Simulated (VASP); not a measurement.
# Cr (P6_3/mmc) in VASP: further runs

Runs on Cr. Level: PBEsol. Tasks: single point.

Program: VASP 6.6.1. These are calculated values, not measurements. Logs are shortened: lines on timing, memory, paths and dates and some standing lists are left out, and cuts for length are marked.

### 1 The structure

The structure is hexagonal, space group P6_3/mmc (No. 194). The conventional cell has a = 2.714 Å, b = 2.714 Å, c = 4.410 Å, α = 90.00°, β = 90.00°, γ = 120.00°. Around Cr (site symmetry -6m2) lie 12 Cr at 2.71 Å.

This isn't the form of Cr at room conditions, which is bcc.

### 2 Single point, PBEsol, collinear spin, ferromagnetic start

File INCAR:

```
SYSTEM = Cr
ADDGRID = .FALSE.
ALGO = Normal
EDIFF = 1E-6
ENCUT = 350
GGA = PS
ISIF = 2
ISMEAR = 1
ISPIN = 2
LASPH = .TRUE.
LCHARG = .FALSE.
LMAXMIX = 4
LORBIT = 11
LREAL = .FALSE.
LWAVE = .FALSE.
MAGMOM = 3 3
NELM = 100
PREC = Accurate
SIGMA = 0.1
```

File KPOINTS:

```
k-points
0
G
  15 15 8
  0 0 0
```

File POSCAR:

```
Cr
1.0
    2.7140000000      0.0000000000      0.0000000000
   -1.3570000000      2.3503929459      0.0000000000
    0.0000000000      0.0000000000      4.4100000000
Cr
2
Direct
    0.6666666667      0.3333333333      0.7500000000
    0.3333333333      0.6666666667      0.2500000000
```

Potentials or basis: VASP PAW PBE potentials, release 64 (Cr_pv).

Started as:

```sh
$ cat potpaw_PBE.64/Cr_pv/POTCAR > POTCAR
$ mpirun -np 1 vasp_std > vasp.out
```

OUTCAR:

```text
SYSTEM = Cr
   EDIFF = 1E-6
   ENCUT = 350
   GGA = PS
   ISIF = 2
   ISMEAR = 1
   ISPIN = 2
   LASPH = .TRUE.
   LORBIT = 11
   LREAL = .FALSE.
   NELM = 100
   PREC = Accurate

 Found    135 irreducible k-points:

 Following reciprocal coordinates:
            Coordinates               Weight
  0.000000  0.000000  0.000000      1.000000
  0.066667 -0.000000  0.000000      6.000000
  0.133333  0.000000  0.000000      6.000000
  0.200000 -0.000000  0.000000      6.000000
  0.266667  0.000000  0.000000      6.000000
  0.333333  0.000000  0.000000      6.000000
   k-points           NKPTS =    135   k-points in BZ     NKDIM =    135   number of bands    NBANDS=     19
   number of dos      NEDOS =    301   number of ions     NIONS =      2
   total plane-waves  NPLWV =   9072
   dimension x,y,z NGX =    18 NGY =   18 NGZ =   28
   dimension x,y,z NGXF=    36 NGYF=   36 NGZF=   56
   ions per type =               2
   NGX,Y,Z   is equivalent  to a cutoff of  11.03, 11.03, 10.56 a.u.
   NGXF,Y,Z  is equivalent  to a cutoff of  22.05, 22.05, 21.11 a.u.
 SYSTEM =  Cr
   PREC   = accura    normal or accurate (medium, high low for compatibility)
   ISTART =      0    job   : 0-new  1-cont  2-samecut
   ICHARG =      2    charge: 1-file 2-atom 10-const
   ISPIN  =      2    spin polarized calculation?
   LNONCOLLINEAR =      F non collinear calculations
   LSORBIT =      F    spin-orbit coupling
   LASPH  =      T    aspherical Exc in radial PAW
   ENCUT  =  350.0 eV  25.72 Ry    5.07 a.u.   4.14  4.14  6.73*2*pi/ulx,y,z
   NELM   =    100;   NELMIN=  2; NELMDL= -5     # of ELM steps
   EDIFF  = 0.1E-05   stopping-criterion for ELM
   LREAL  =      F    real-space projection
   EDIFFG = 0.1E-04   stopping-criterion for IOM
   NSW    =      0    number of steps for IOM
   IBRION =     -1    ionic relax: 0-MD 1-quasi-New 2-CG
   NFREE  =      0    steps in history (QN), initial steepest desc. (CG)
   ISIF   =      2    stress and relaxation
   ISYM   =      2    0-nonsym 1-usesym 2-fastsym
   POTIM  = 0.5000    time-step for ionic-motion
   TEBEG  =    0.0;   TEEND  =   0.0 temperature during run
   PSTRESS=    0.0 pullay stress
   NELECT =      24.0000    total number of electrons
   NUPDOWN=      -1.0000    fix difference up-down
   EMIN   =  10.00;   EMAX   =-10.00  energy-range for DOS
   EFERMI =   0.00;   METHOD = LEGACY
   ISMEAR =     1;   SIGMA  =   0.10  broadening in eV -4-tet -1-fermi 0-gaus
   EFERMI_NEDOS =   21; number of points for ismear=-14 and -15
   IALGO  =     38    algorithm
   IMIX   =      4    mixing-type and parameters
     AMIX     =   0.40;   BMIX     =  1.00
     AMIX_MAG =   1.60;   BMIX_MAG =  1.00
  volume/ion in A,a.u.               =      14.07        94.92
  Fermi-wavevector in a.u.,A,eV,Ry     =   1.552681  2.934142 32.801180  2.410819
  Thomas-Fermi vector in A             =   2.657021
   LORBIT       =     11    0 simple, 1 ext, 2 COOP (PROOUT), +10 PAW based schemes
   GGA     = PS    functional components
   LHFCALC =     F    Hartree Fock is set to
   AEXX    =    0.0000 exact exchange contribution
   IVDW    =     0    specifies the selected vdW correction
   LEPSILON=     F    determine dielectric tensor
   LRPA    =     F    only Hartree local field effects (RPA)
 spin polarized calculation
 Methfessel and Paxton  Order N= 1 SIGMA  =   0.10
  energy-cutoff  :      350.00
  volume of cell :       28.13
 maximum number of plane-waves:       428
 NGX is ok and might be reduce to    18
   NGX =  9   NGY =  9   NGZ = 13

 number of electron      23.9999986 magnetization       1.8145961

 Free energy of the ion-electron system (eV)
  ---------------------------------------------------
  ext. energy  EPLUGINS =         0.00000000
  ---------------------------------------------------
  free energy    TOTEN  =       -18.90990179 eV

  energy without entropy =      -18.91040519  energy(sigma->0) =      -18.91006959

 E-fermi :   8.1404     XC(G=0): -12.6948

 val. band max:        8.1366733325   @ k =   0.2667   0.2667   0.0000
 cond. band min:       8.1442135264   @ k =   0.4000   0.0667   0.2500
 fundamental gap:      0.0075401939
 Fermi energy:         8.1404050636

 spin component 1

 k-point     1 :       0.0000    0.0000    0.0000
  band No.  band energies     occupation
      1     -35.1705      1.00000
      2     -34.8274      1.00000
      3     -34.8274      1.00000
      4     -34.7599      1.00000
      5     -34.7599      1.00000
      6     -34.6791      1.00000
      7       0.9683      1.00000
      8       4.5556      1.00000
      9       7.4634      1.00000
     10       7.4634      1.00000
     11       7.5154      1.00000
     12       7.8318      1.00006
     13       7.8318      1.00006
     14       8.2833     -0.03066
     15       8.2833     -0.03066
     16       8.5281     -0.00000
     17       9.5224     -0.00000
     18       9.5224     -0.00000
     19      14.9731      0.00000

 k-point     2 :       0.0667   -0.0000    0.0000
  band No.  band energies     occupation
      1     -35.1635      1.00000
      2     -34.8432      1.00000
      3     -34.8324      1.00000
      4     -34.7766      1.00000
      5     -34.7625      1.00000
      6     -34.6818      1.00000
      7       1.1067      1.00000
      8       4.6563      1.00000
      9       7.2670      1.00000
     10       7.5446      1.00000
     11       7.6785      1.00000
     12       7.7853      1.00000
     13       7.9042      1.00210
     14       7.9772      1.02160
     15       8.2273     -0.00574
     16       8.2700     -0.03476
     17       9.5477     -0.00000
     18      10.1541      0.00000
     19      14.9735      0.00000

 k-point     3 :       0.1333    0.0000    0.0000
  band No.  band energies     occupation
      1     -35.1432      1.00000
      2     -34.8873      1.00000
      3     -34.8464      1.00000
      4     -34.8222      1.00000
      5     -34.7698      1.00000
      6     -34.6902      1.00000
      7       1.5114      1.00000
      8       4.9299      1.00000
      9       6.9967      1.00000
     10       7.2570      1.00000
     11       7.6269      1.00000
     12       7.7812      1.00000
     13       7.9224      1.00428
     14       8.0819      0.91334
     15       8.1142      0.71366
     16       8.1495      0.42303
     17       9.6067     -0.00000
     18      11.2038      0.00000
     19      14.9746      0.00000

 k-point     4 :       0.2000   -0.0000    0.0000
  band No.  band energies     occupation
      1     -35.1114      1.00000
      2     -34.9530      1.00000
      3     -34.8881      1.00000
      4     -34.8664      1.00000
      5     -34.7808      1.00000
      6     -34.7038      1.00000
      7       2.1485      1.00000
      8       5.2702      1.00000
      9       6.6154      1.00000
     10       6.7288      1.00000
     11       7.4670      1.00000
     12       7.8914      1.00121
     13       7.9865      1.02586
     14       8.1481      0.43539
     15       8.2252     -0.00136
     16       8.4370     -0.00011
     17       9.6713     -0.00000
     18      12.3763      0.00000
     19      14.9786      0.00000

 k-point     5 :       0.2667    0.0000    0.0000
  band No.  band energies     occupation
      1     -35.0714      1.00000
      2     -35.0289      1.00000
      3     -34.9620      1.00000
      4     -34.8890      1.00000
      5     -34.7943      1.00000
      6     -34.7232      1.00000
      7       2.9495      1.00000
      8       5.4562      1.00000
      9       6.0908      1.00000
     10       6.5901      1.00000
     11       7.4071      1.00000
     12       7.6955      1.00000
     13       7.8054      1.00001
     14       8.6009     -0.00000
     15       8.6415     -0.00000
     16       8.8304     -0.00000
     17       9.7242     -0.00000
     18      13.6283      0.00000
     19      14.9860      0.00000

 k-point     6 :       0.3333    0.0000    0.0000
  band No.  band energies     occupation
      1     -35.1020      1.00000
      2     -35.0310      1.00000
      3     -35.0275      1.00000
      4     -34.9100      1.00000
      5     -34.8073      1.00000
      6     -34.7470      1.00000
      7       3.7870      1.00000
      8       5.3719      1.00000
      9       5.6930      1.00000
     10       6.6095      1.00000
     11       7.5244      1.00000
     12       7.5496      1.00000
     13       7.6374      1.00000
     14       9.0680     -0.00000
     15       9.2083     -0.00000
     16       9.2394     -0.00000
     17       9.7607     -0.00000
     18      14.9288      0.00000
     19      15.0492      0.00000

 [... further k-points ...]

 spin component 2

 k-point     1 :       0.0000    0.0000    0.0000
  band No.  band energies     occupation
      1     -34.3996      1.00000
      2     -33.9658      1.00000
      3     -33.9658      1.00000
      4     -33.8978      1.00000
      5     -33.8971      1.00000
      6     -33.8971      1.00000
      7       1.3093      1.00000
      8       5.0539      1.00000
      9       8.1538      0.38794
     10       8.2312     -0.01269
     11       8.2312     -0.01269
     12       8.6171     -0.00000
     13       8.6171     -0.00000
     14       8.8278     -0.00000
     15       9.1025     -0.00000
     16       9.1025     -0.00000
     17      10.3712      0.00000
     18      10.3712      0.00000
     19      15.9484      0.00000

 k-point     2 :       0.0667   -0.0000    0.0000
  band No.  band energies     occupation
      1     -34.3925      1.00000
      2     -33.9820      1.00000
      3     -33.9710      1.00000
      4     -33.9142      1.00000
      5     -33.9006      1.00000
      6     -33.8998      1.00000
      7       1.4478      1.00000
      8       5.1558      1.00000
      9       7.9809      1.02332
     10       8.3142     -0.01692
     11       8.3674     -0.00304
     12       8.4442     -0.00008
     13       8.5656     -0.00000
     14       8.6911     -0.00000
     15       9.0436     -0.00000
     16       9.0441     -0.00000
     17      10.3981      0.00000
     18      10.8770      0.00000
     19      15.9481      0.00000

 k-point     3 :       0.1333    0.0000    0.0000
  band No.  band energies     occupation
      1     -34.3717      1.00000
      2     -34.0272      1.00000
      3     -33.9853      1.00000
      4     -33.9610      1.00000
      5     -33.9091      1.00000
      6     -33.9072      1.00000
      7       1.8533      1.00000
      8       5.4343      1.00000
      9       7.7098      1.00000
     10       7.7942      1.00001
     11       8.3839     -0.00154
     12       8.5566     -0.00000
     13       8.6120     -0.00000
     14       8.8910     -0.00000
     15       8.9060     -0.00000
     16       8.9186     -0.00000
     17      10.4607      0.00000
     18      11.8510      0.00000
     19      15.9524      0.00000

 k-point     4 :       0.2000   -0.0000    0.0000
  band No.  band energies     occupation
      1     -34.3392      1.00000
      2     -34.0945      1.00000
      3     -34.0284      1.00000
      4     -34.0057      1.00000
      5     -33.9230      1.00000
      6     -33.9184      1.00000
      7       2.4933      1.00000
      8       5.7904      1.00000
      9       7.1897      1.00000
     10       7.4201      1.00000
     11       8.2128      0.03218
     12       8.6919     -0.00000
     13       8.7437     -0.00000
     14       8.9062     -0.00000
     15       8.9331     -0.00000
     16       9.2368     -0.00000
     17      10.5288      0.00000
     18      12.9819      0.00000
     19      15.9744      0.00000

 k-point     5 :       0.2667    0.0000    0.0000
  band No.  band energies     occupation
      1     -34.2983      1.00000
      2     -34.1723      1.00000
      3     -34.1039      1.00000
      4     -34.0288      1.00000
      5     -33.9428      1.00000
      6     -33.9321      1.00000
      7       3.3042      1.00000
      8       6.0200      1.00000
      9       6.6889      1.00000
     10       7.2298      1.00000
     11       8.1257      0.62288
     12       8.4876     -0.00001
     13       8.5495     -0.00000
     14       9.3240     -0.00000
     15       9.3997     -0.00000
     16       9.6404     -0.00000
     17      10.5844      0.00000
     18      14.2022      0.00000
     19      16.0163      0.00000

 k-point     6 :       0.3333    0.0000    0.0000
  band No.  band energies     occupation
      1     -34.2534      1.00000
      2     -34.2472      1.00000
      3     -34.1745      1.00000
      4     -34.0503      1.00000
      5     -33.9671      1.00000
      6     -33.9453      1.00000
      7       4.1716      1.00000
      8       5.9785      1.00000
      9       6.3074      1.00000
     10       7.1882      1.00000
     11       8.2319     -0.01396
     12       8.3095     -0.01893
     13       8.3693     -0.00282
     14       9.8833     -0.00000
     15       9.8918     -0.00000
     16      10.0606     -0.00000
     17      10.6226      0.00000
     18      15.4732      0.00000
     19      15.9065      0.00000

 [... further k-points ...]

------------------------ aborting loop because EDIFF is reached ----------------------------------------

  FORCE on cell =-STRESS in cart. coord.  units (eV):
  Direction    XX          YY          ZZ          XY          YZ          ZX
  --------------------------------------------------------------------------------------
  -------------------------------------------------------------------------------------
  Total       -5.9423984     -5.9423984     -5.1900793      0.0000000      0.0000000      0.0000000
  in kB     -338.4413679   -338.4413679   -295.5940359      0.0000000      0.0000000      0.0000000
  external PRESSURE =    -324.1589239 kB  Pullay stress =       0.0000000 kB

 VOLUME and BASIS-vectors are now :
 -----------------------------------------------------------------------------
  energy-cutoff  :      350.00
  volume of cell :       28.13
      direct lattice vectors                 reciprocal lattice vectors
     2.714000000  0.000000000  0.000000000     0.368459838  0.212730387  0.000000000
    -1.357000000  2.350392946  0.000000000     0.000000000  0.425460773  0.000000000
     0.000000000  0.000000000  4.410000000     0.000000000  0.000000000  0.226757370

 POSITION                                       TOTAL-FORCE (eV/Angst)
 -----------------------------------------------------------------------------------
      1.35700      0.78346      3.30750        -0.000000      0.000000      0.000000
     -0.00000      1.56693      1.10250         0.000000      0.000000      0.000000
 -----------------------------------------------------------------------------------
    total drift:                               -0.000000      0.000000     -0.000000

  FREE ENERGIE OF THE ION-ELECTRON SYSTEM (eV)
  ---------------------------------------------------
  free  energy   TOTEN  =       -18.9099017858 eV

  energy  without entropy=      -18.9104051916  energy(sigma->0) =      -18.91006959

 total charge

# of ion       s       p       d       tot
------------------------------------------
    1        0.376   6.282   4.050  10.708
    2        0.376   6.282   4.050  10.708
--------------------------------------------------
tot          0.751  12.564   8.100  21.416

 magnetization (x)

# of ion       s       p       d       tot
------------------------------------------
    1        0.001   0.024   0.813   0.838
    2        0.001   0.024   0.813   0.838
--------------------------------------------------
tot          0.002   0.048   1.626   1.677
```

It took 70 s on 1 thread of Intel Xeon Platinum 8488C (Sapphire Rapids), shared host; peak memory 0.17 GiB.

These settings aren't checked as converged: the numbers below hold their error.

What came out:

| Item | Value |
| --- | --- |
| Free energy | -18.9099 eV |
| Pressure | -32.4 GPa |
| Band gap on the k mesh | none (metal or under the smearing width) |
| Net moment | 1.81 μB per cell |
| Site moments | Cr +0.84 μB |
| Valence electrons inside the program's atomic spheres | Cr 10.71 |

Caveat: a pressure of tens of GPa on the cell as given is suspect, and the run, the potentials or the cell itself is likely at fault; the PAW data sets were made with another functional, which shifts forces and pressure a little.

### 3 Single point, PBEsol, collinear spin, ferromagnetic start

INCAR: that of step 2 with these lines changed.

```diff
@@ -4,3 +4,3 @@
 EDIFF = 1E-6
-ENCUT = 350
+ENCUT = 300
 GGA = PS
```

File KPOINTS:

```
k-points
0
G
  17 17 9
  0 0 0
```

POSCAR is that of step 2.

Potentials or basis: VASP PAW PBE potentials, release 64 (Cr_pv).

Started as:

```sh
$ cat potpaw_PBE.64/Cr_pv/POTCAR > POTCAR
$ mpirun -np 1 vasp_std > vasp.out
```

Run time: 42 s. Hardware: 1 thread of Intel Xeon Platinum 8488C (Sapphire Rapids), shared host; peak memory 0.16 GiB.

The run converged, but some of its settings lie outside the range that counts as converged, so its numbers aren't taken as properties of the crystal.

Results:

```
Free energy                                           : -18.9137 eV
Band gap on the k mesh                                : none (metal or under the smearing width)
Net moment                                            : 1.84 μB per cell
Site moments                                          : Cr +0.85 μB
Valence electrons inside the program's atomic spheres : Cr 10.71
```

Caveat: the cutoff is under 1.25 times the usual one of these potentials, so pressure, stress and relaxed cells hold a basis-set (Pulay) error; a pressure of tens of GPa on the cell as given is suspect, and the run, the potentials or the cell itself is likely at fault; the PAW data sets were made with another functional, which shifts forces and pressure a little.

### 4 For comparison

An earlier run on the cell as given: functional PBE; potentials or basis VASP PAW PBE potentials, release 64 (Cr_pv); cutoff 520 eV; k mesh 11 × 11 × 6; occupations fermi-dirac, width 0.05 eV; collinear spin, ferromagnetic start; starting moments [3.0, 3.0] μB.

- Pressure: -25.5 GPa
- Band gap on the k mesh: none (metal or under the smearing width)
- Net moment: 1.77 μB per cell
- Site moments: Cr +0.82 μB
- Valence electrons inside the program's atomic spheres: Cr 10.72
